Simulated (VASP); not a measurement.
# EuS: relaxation of cell and atoms with RPBE

EuS:

```
Eu S
1.0
     0.00000    2.97850    2.97850
     2.97850    0.00000    2.97850
     2.97850    2.97850    0.00000
Eu S
1 1
Cartesian
  0.0000 0.0000 0.0000
  2.9785 2.9785 2.9785
```

- Program: VASP 6.6.1
- Task: relaxation of cell and atoms
- Functional: RPBE
- Potentials or basis: VASP PAW PBE potentials, release 64 (Eu, S)
- Cutoff: 600 eV
- k mesh: 8 × 8 × 8
- Occupations: fermi-dirac, width 0.05 eV
- Spin: collinear spin, ferromagnetic start
- Starting moments: [7.0, 0.0] μB
- Further INCAR settings: ALGO = Normal; EDIFF = 1e-06; IBRION = 2; EDIFFG = -0.02; NSW = 40; ISIF = 3

| Property | Result |
| --- | --- |
| Relaxed volume | 26.13 Å³/atom |
| Relaxed cell | a = 4.197 Å, b = 4.197 Å, c = 4.197 Å, α = 60.00°, β = 60.00°, γ = 60.00° |
| Space group after relaxing (to 0.05 Å) | Fm-3m (No. 225) |
| Energy gained by relaxing | 0.5 meV/atom |
| Ionic steps | 2 |
| Pressure after relaxing | 0.0 GPa |
| Band gap on the k mesh | none (metal or under the smearing width) |
| Net moment | 6.99 μB per cell |
| Site moments | Eu +6.59; S -0.08 μB |
| Valence electrons inside the program's atomic spheres | Eu 14.78; S 3.77 |

The path:
```tsv
step	energy change (eV)	largest force (eV/Å)	pressure (GPa)	volume (Å³)
1	0.0000	0.0000	-0.47	52.85
2	-0.0009	0.0000	0.00	52.26
```

Final structure:
```yaml
crystal:
  lattice:
    - [0.00000, 2.96746, 2.96746]
    - [2.96746, 0.00000, 2.96746]
    - [2.96746, 2.96746, 0.00000]
  atoms:
    - { symbol: Eu, position: [0.00000, 0.00000, 0.00000] }
    - { symbol: S, position: [0.50000, 0.50000, 0.50000] }
```

Levels at points of the mesh, in eV from the Fermi level:
Spin up:
```tsv
k point	band 12	band 13	band 14	band 15	band 16	band 17	band 18	band 19
(0.00, 0.00, 0.00)	-0.29	0.03	0.03	0.03	0.89	1.06	1.06	1.06
(0.50, 0.00, 0.00)	-0.33	-0.33	-0.30	-0.28	2.94	3.24	3.67	3.67
(0.50, 0.50, 0.00)	-0.35	-0.35	-0.31	-0.12	-0.12	3.07	3.31	4.63
```
Spin down:
| k point | band 4 | band 5 | band 6 | band 7 | band 8 | band 9 | band 10 | band 11 | band 12 | band 13 |
| --- | --- | --- | --- | --- | --- | --- | --- | --- | --- | --- |
| (0.00, 0.00, 0.00) | -18.01 | -13.56 | -2.70 | -2.70 | -2.70 | 1.65 | 1.89 | 1.89 | 1.89 | 2.71 |
| (0.50, 0.00, 0.00) | -18.04 | -12.59 | -5.18 | -3.83 | -3.83 | 2.96 | 4.13 | 4.14 | 4.14 | 4.46 |
| (0.50, 0.50, 0.00) | -18.14 | -13.23 | -3.81 | -3.05 | -3.05 | -0.09 | 3.94 | 4.09 | 4.31 | 4.40 |

It took 2.6 min on 1 thread of AMD EPYC 9R45 (Zen 5) (shared host), peak memory 0.26 GiB.

Caveat: the PAW data sets were made with another functional, which shifts forces and pressure a little; spin-orbit coupling is left out, which moves the levels of the heavy elements; a cell with one magnetic atom can't hold antiferromagnetic order, which such compounds often take; without U or exact exchange the open f shell lies at the Fermi level, which spoils levels, moments and volumes. The state reached can hang on the start; a lower one may exist.
